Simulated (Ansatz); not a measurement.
TiC:

```
Ti C
1.0
     0.00000    2.16572    2.16572
     2.16572    0.00000    2.16572
     2.16572    2.16572    0.00000
Ti C
1 1
Direct
  0.00000 0.00000 0.00000
  0.50000 0.50000 0.50000
```

The cell is a database's computed one.

| Property | Result |
| --- | --- |
| Program | Ansatz 0.2.0 |
| Task | relaxation of cell and atoms |
| Functional | PBE |
| Potentials or basis | Ansatz PAW |
| Cutoff | 420 eV (not typed: the program's choice for these potentials) |
| k mesh | 11 × 11 × 11 |
| Occupations | fermi-dirac, width 0.05 eV |
| Spin | no spin polarisation |
| Hubbard terms | Ti d U = 5 eV |

At the start: volume 10.16 Å³/atom.

**Question.** How do energy, volume and symmetry change on relaxing?

**Answer.** It ends after 7 steps and the volume is 10.54 Å³/atom (+3.8 %); space group Fm-3m (No. 225, to 0.05 Å).

The path:
```tsv
step	energy change (eV)	largest force (eV/Å)	volume (Å³)
1	0.0000	0.0000	20.32
2	-0.0195	0.0000	20.97
3	-0.0197	0.0000	21.07
4	-0.0197	0.0000	21.07
5	-0.0212	0.0000	21.07
6	-0.0212	0.0000	21.08
7	-0.0212	0.0000	21.08
```

Final structure:
```yaml
crystal:
  lattice:
    - [0.00000, 2.19255, 2.19255]
    - [2.19255, 0.00000, 2.19255]
    - [2.19255, 2.19255, 0.00000]
  atoms:
    - { symbol: Ti, position: [0.00000, 0.00000, 0.00000] }
    - { symbol: C, position: [0.50000, 0.50000, 0.50000] }
```

Caveat: the plane-wave basis is chosen anew once the cell has moved, so the energies of steps on either side of that aren't comparable; U without spin polarisation on a metal has little footing; the U is typed as a test and isn't derived for this compound.
